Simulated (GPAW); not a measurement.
Crystal: CuO.

```
Cu O
1.0
     4.16094    0.00000    0.00000
     0.00000    4.16094    0.00000
     0.00000    0.00000    3.88764
Cu O
3 3
Direct
  0.50000 0.00000 0.50000
  0.00000 0.50000 0.50000
  0.00000 0.00000 0.00000
  0.00000 0.00000 0.50000
  0.50000 0.00000 0.00000
  0.00000 0.50000 0.00000
```

Measurements of this composition are mostly on another form, of space group No. 15.

```yaml
Program: GPAW 26.7.0
Task: relaxation of cell and atoms
Functional: PBE
Potentials_or_basis: GPAW PAW data sets (gpaw-data 1.2.1)
Cutoff: 800 eV
Basis: pw
k_mesh: 4 × 4 × 4
Occupations: fermi-dirac, width 0.05 eV
Spin: no spin polarisation
```

At the start: pressure 3.8 GPa; volume 11.22 Å³/atom.

Q: How do energy, volume and symmetry change on relaxing?

A: Over 9 steps the energy falls by 4.7 meV/atom and the volume is 11.59 Å³/atom (+3.3 %); space group P4/mmm (No. 123, to 0.05 Å).

Step by step:
| step | energy change (eV) | largest force (eV/Å) | pressure (GPa) | volume (Å³) |
| --- | --- | --- | --- | --- |
| 1 | 0.0000 | 0.0000 | 3.77 | 67.31 |
| 2 | -0.0035 | 0.0000 | 3.45 | 67.44 |
| 3 | -0.0241 | 0.0000 | 0.23 | 68.80 |
| 4 | -0.0244 | 0.0000 | 0.12 | 68.86 |
| 5 | -0.0251 | 0.0000 | -0.12 | 69.00 |
| 6 | -0.0262 | 0.0000 | -0.37 | 69.20 |
| 7 | -0.0277 | 0.0000 | -0.54 | 69.45 |
| 8 | -0.0284 | 0.0000 | -0.40 | 69.57 |
| 9 | -0.0284 | 0.0000 | -0.14 | 69.52 |

Final structure:
```yaml
crystal:
  lattice:
    - [4.22352, 0.00000, 0.00000]
    - [0.00000, 4.22352, 0.00000]
    - [0.00000, 0.00000, 3.89699]
  atoms:
    - { symbol: Cu, position: [0.50000, 0.00000, 0.50000] }
    - { symbol: Cu, position: [0.00000, 0.50000, 0.50000] }
    - { symbol: Cu, position: [0.00000, 0.00000, 0.00000] }
    - { symbol: O, position: [0.00000, 0.00000, 0.50000] }
    - { symbol: O, position: [0.50000, 0.00000, 0.00000] }
    - { symbol: O, position: [0.00000, 0.50000, 0.00000] }
```

Caveat: the k mesh is coarse (spacing up to 0.40 Å⁻¹), so the values aren't converged; with this Cu data set, volumes or pressures lay over 1.5 % or 2 GPa off other programs in two to four cells of ten; later steps reuse the first step's grids; an odd number of electrons without spin polarisation forces a metal; a magnetic or distorted state may lie lower; the run has no spin polarisation, though such a crystal can be magnetic.
